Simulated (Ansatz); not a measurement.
Input, command and steps of an Ansatz relaxation.

```yaml
crystal:
  lattice:
    - [0.0, 0.0, -4.1935281576]
    - [-3.8520155592, -2.22396222, 0.0]
    - [0.0, 4.44792444, 0.0]
  atoms:
    - { symbol: Cu, position: [0.75, 0.6666666667, 0.6666666667] }
    - { symbol: Cu, position: [0.75, 1.0, 0.3333333333] }
    - { symbol: Cu, position: [0.75, 0.3333333333, 0.0] }
    - { symbol: Cu, position: [0.25, 0.3333333333, 0.3333333333] }
    - { symbol: Cu, position: [0.25, 0.6666666667, 1.0] }
    - { symbol: Cu, position: [0.25, 1.0, 0.6666666667] }
basis:
  ecutwfc: 420
kpoints:
  mp_grid: { grid: [8, 12, 12] }
hamiltonian:
  xc: pbe
scf:
  occupations: { method: gaussian, width: 0.1 }
output:
  forces: true
  stress: true
  eigenvalues: true
relax:
  adjacent_minimum: "off"
  f_tol: 0.015
  max_steps: 60
  cell: { stress_tol: 0.15 }
```

```bash
ansatz run input.yaml --threads 1 --pin off --max-ram 2560MiB --backend cpu --events-out ev --progress --plain --runs-dir out
```

These are results of DFT PBE, scalar-relativistic, plane waves, PAW (Ansatz 0.2.0), not measurements.

Of 4 frames 3 are shown, positions in Å and forces in eV/Å; the SCF threshold varies from step to step. Steps run on the plane waves of an earlier cell, with a Pulay correction in the pressure. The basis is chosen afresh for the last frame, the zero of the energies, and at times for earlier ones too; energy and pressure step there, also at an unchanged geometry.

```xyz
6
Lattice="0.0000 0.0000 -4.1935 -3.8520 -2.2240 0.0000 0.0000 4.4479 0.0000" Properties=species:S:1:pos:R:3:forces:R:3 pbc="T T T" step=1 free_energy_over_end_meV_per_atom=0.21 pressure_GPa=-0.07
Cu   -2.5680    1.4826   -3.1451    0.0000    0.0000    0.0000
Cu   -3.8520   -0.7413   -3.1451    0.0000    0.0000    0.0000
Cu   -1.2840   -0.7413   -3.1451    0.0000    0.0000    0.0000
Cu   -1.2840    0.7413   -1.0484    0.0000    0.0000    0.0000
Cu   -2.5680    2.9653   -1.0484    0.0000    0.0000    0.0000
Cu   -3.8520    0.7413   -1.0484    0.0000    0.0000    0.0000
6
Lattice="0.0000 0.0000 -4.2008 -3.8482 -2.2218 0.0000 0.0000 4.4435 0.0000" Properties=species:S:1:pos:R:3:forces:R:3 pbc="T T T" step=2 free_energy_over_end_meV_per_atom=0.07 pressure_GPa=-0.03
Cu   -2.5655    1.4812   -3.1506    0.0000    0.0000    0.0000
Cu   -3.8482   -0.7406   -3.1506    0.0000    0.0000    0.0000
Cu   -1.2827   -0.7406   -3.1506    0.0000    0.0000    0.0000
Cu   -1.2827    0.7406   -1.0502    0.0000    0.0000    0.0000
Cu   -2.5655    2.9624   -1.0502    0.0000    0.0000    0.0000
Cu   -3.8482    0.7406   -1.0502    0.0000    0.0000    0.0000
6
Lattice="0.0000 0.0000 -4.2125 -3.8425 -2.2185 0.0000 0.0000 4.4369 0.0000" Properties=species:S:1:pos:R:3:forces:R:3 pbc="T T T" step=4 free_energy_over_end_meV_per_atom=0.00 pressure_GPa=0.00
Cu   -2.5617    1.4790   -3.1594    0.0000    0.0000    0.0000
Cu   -3.8425   -0.7395   -3.1594    0.0000    0.0000    0.0000
Cu   -1.2808   -0.7395   -3.1594    0.0000    0.0000    0.0000
Cu   -1.2808    0.7395   -1.0531    0.0000    0.0000    0.0000
Cu   -2.5617    2.9579   -1.0531    0.0000    0.0000    0.0000
Cu   -3.8425    0.7395   -1.0531    0.0000    0.0000    0.0000
```

The run took 110 s on 1 thread of Intel(R) Xeon(R) Platinum 8488C (Sapphire Rapids), with other jobs on the host, peak memory 0.62 GiB.